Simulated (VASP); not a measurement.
**W in VASP: convergence with SIGMA**

Input of the first run (SIGMA 0.3 eV); the others differ in this setting and in those tied to it:

INCAR

```
PREC     = Accurate       # precision mode
ENCUT    = 520            # plane-wave cutoff, eV
EDIFF    = 1E-6           # SCF threshold, eV
ISMEAR   = -1             # smearing method
SIGMA    = 0.3            # smearing width, eV
LREAL    = F              # projectors in reciprocal space
LASPH    = T              # aspherical terms in the spheres
NELM     = 60             # most SCF steps
ALGO     = Normal         # electronic algorithm
ISIF     = 2              # what is computed and relaxed
LWAVE    = F              # write WAVECAR
LCHARG   = F              # write CHGCAR
```

Contents of KPOINTS:

```
Automatic mesh
0
Gamma
  12 12 12
```

POSCAR

```
W
1.0
   -1.5823450000      1.5823450000      1.5823450000
    1.5823450000     -1.5823450000      1.5823450000
    1.5823450000      1.5823450000     -1.5823450000
W
1
Direct
    0.0000000000      0.0000000000      0.0000000000
```

Potentials or basis: VASP PAW LDA potentials, release 64 (W_sv).

Launch:

```bash
$ cat potpaw_LDA.64/W_sv/POTCAR > POTCAR
$ mpirun -np 1 vasp_std > vasp.out
```

Hardware: 1 thread of Intel(R) Xeon(R) Platinum 8488C (Sapphire Rapids) (shared host).

The values tried are 0.3 eV, 0.2 eV, 0.15 eV, 0.1 eV, 0.05 eV, 0.02 eV, 0.01 eV, loosest first. From which on does the pressure stay within 0.1 GPa of the tightest run that finished?

From 0.02 eV on.

```
  SIGMA  energy less the tightest run, at zero smearing (meV/atom)  pressure (GPa)  SCF cycles  CPU time (s)  peak memory (GiB)
 0.3 eV                                                       2.38           -6.71          11           5.3               0.12
 0.2 eV                                                      -1.82           -7.11          11           5.1               0.12
0.15 eV                                                      -1.94           -7.20          11           5.2               0.12
 0.1 eV                                                      -1.31           -7.25          11           5.1               0.12
0.05 eV                                                      -0.35           -7.25          11             5               0.12
0.02 eV                                                      -0.04           -7.36          11           5.3               0.12
0.01 eV                                                       0.00           -7.44          11           5.2               0.12
```

Against the tightest run, the energy stays within 1 meV/atom from 0.05 eV on. Narrower smearing needs a denser k mesh, so at a fixed mesh the narrowest width isn't the most accurate. The tightest run that finished is the yardstick and may itself not be fully converged.

Spin-orbit coupling is left out, which matters for the levels of W.
